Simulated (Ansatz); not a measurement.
# Kick test of a cell of CdS

The cell was found from a structure generator's guess, not taken from experiment.

Computed with DFT PBE, scalar-relativistic, plane waves, PAW (Ansatz). Plane waves to 420 eV, a k mesh through Γ of 4×4×6 on the computed 8-atom cell and Gaussian smearing (0.02 eV); no spin polarisation.

The cell below (8 atoms, space group P4_2/mnm (No. 136)) is relaxed within its symmetry.

```yaml
crystal:
  lattice:
    - [7.20800, 0.00000, 0.00000]
    - [0.00000, 7.20800, 0.00000]
    - [0.00000, 0.00000, 4.21201]
  atoms:
    - { symbol: Cd, position: [0.67868, 0.67868, 0.00000] }
    - { symbol: Cd, position: [0.17868, 0.82132, 0.50000] }
    - { symbol: Cd, position: [0.82132, 0.17868, 0.50000] }
    - { symbol: Cd, position: [0.32132, 0.32132, 0.00000] }
    - { symbol: S, position: [0.81750, 0.81750, 0.50000] }
    - { symbol: S, position: [0.18250, 0.18250, 0.50000] }
    - { symbol: S, position: [0.68250, 0.31750, 0.00000] }
    - { symbol: S, position: [0.31750, 0.68250, 0.00000] }
```

For the test it was strained at random (σ = 1.5 % a component), the atoms were moved at random (σ = 0.15 Å), and all was relaxed again on a coarse 4×2×2 mesh (in the run’s order of axes) with 0.10 eV smearing, with no symmetry imposed.

Question: Does it come back?

Answer: It returns, within 1 meV/atom of the unmoved cell on that mesh and with the same symmetry when read at 0.1 Å (P2_1/c at 0.01 Å, so small strains and shifts remain). No instability shows in this cell; modes of other wave vectors, which need another repeat, aren't tested.
